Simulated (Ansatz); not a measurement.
## BaTe: the change of band gap with volume per atom

Results calculated with Ansatz 0.2.0, not measured. Periodic Kohn-Sham DFT of a crystal at fixed atoms; Kohn-Sham levels at symmetry points; band -1 is the highest filled and +1 the lowest empty one at that point, spin up along a +z start moment.

Cell of the first row (space group Fm-3m, No. 225):
```
BaTe
1.0
      0.0000     3.3404     3.3404
      3.3404     0.0000     3.3404
      3.3404     3.3404     0.0000
Ba Te
1 1
Direct
  0.00000 0.00000 0.00000
  0.50000 0.50000 0.50000
```

Settings of every row: method all-electron LAPW; functional PBEsol; relativity scalar; k mesh 10x10x10; filling fermi-dirac; smearing width 0.05 eV; basis error target 0.25 meV/atom; nucleus gaussian.

Atom start moment: 0 on all atoms.

Limits: no spin-orbit coupling on heavy atoms; semilocal functionals tend to give too small a gap.

```
row  volume per atom (Å³)  band gap (eV)  smallest direct gap on path (eV)
  1                37.273          1.177                             1.502
  2                38.066          1.234                             1.568
  3                38.859          1.288                             1.629
  4                39.255          1.314                             1.657
  5                39.652          1.339                             1.685
  6                40.048          1.363                             1.711
  7                40.445          1.387                             1.737
  8                41.238          1.431                             1.785
  9                42.031              ?                                 ?
```

Question: what band gap should row 9 give?

Worked fit of band gap. Take t = volume per atom − 39, in Å³. The shown rows have t = -1.727, -0.934, -0.141, 0.255, 0.652, 1.048, 1.445, 2.238. Least squares give band gap = 1.2974 + 0.06541 × t − 0.00252 × t² eV; a straight line predicts inner rows, each left out in turn, worse (root mean square 0.0029 against 0.00023 eV). All shown rows lie on it to the printed digit. The withheld row has t = 3.031, so the fit gives 1.2974 + 0.06541 × (3.031) − 0.00252 × (3.031)² = 1.473 eV.

The calculation gave 1.473 eV. The fit meets it to the printed digit. This row lies beyond the range of the fit.

The other values of row 9: smallest direct gap on path 1.83 eV.
